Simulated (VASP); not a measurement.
Set up this calculation in VASP 6.6.1, as the native input.

- Task: single point
- Functional: PBE
- Potentials or basis: VASP PAW PBE potentials, release 64 (In_d, P)
- Cutoff: 520 eV
- k mesh: 8 × 8 × 8
- Occupations: gaussian, width 0.02 eV
- Spin: no spin polarisation
- Dipole correction: no
- Further INCAR settings: ALGO = Normal; EDIFF = 1e-06; NBANDS = 16

The structure of InP lies in POSCAR:

```
InP
1.0
    0.0000000000      2.9800342060      2.9800342060
    2.9800342060      0.0000000000      2.9800342060
    2.9800342060      2.9800342060      0.0000000000
In P
1 1
Direct
    0.0000000000      0.0000000000      0.0000000000
    0.2500000000      0.2500000000      0.2500000000
```

These files were run (other wordings do the same):

INCAR

```
ALGO = Normal
EDIFF = 1E-6
ENCUT = 520
GGA = PE
ISIF = 2
ISMEAR = 0
LASPH = True
LCHARG = False
LREAL = False
LWAVE = False
NBANDS = 16
NELM = 100
PREC = Accurate
SIGMA = 0.02
```

KPOINTS

```
k-points
0
Gamma
  8 8 8
```

Potentials or basis: VASP PAW PBE potentials, release 64 (In_d, P).

Run with:

```sh
$ cat potpaw_PBE.64/In_d/POTCAR potpaw_PBE.64/P/POTCAR > POTCAR
$ mpirun -np 1 vasp_std > vasp.out
```

Results of the run:

The pressure is -0.1 GPa and the band gap on the k mesh is 0.44 eV, direct.

Caveat: spin-orbit coupling is left out, which moves the levels of the heavy elements.

Run time: 18 s on 1 thread of Intel(R) Xeon(R) Platinum 8488C (Sapphire Rapids), on a shared host, peak memory 0.18 GiB.
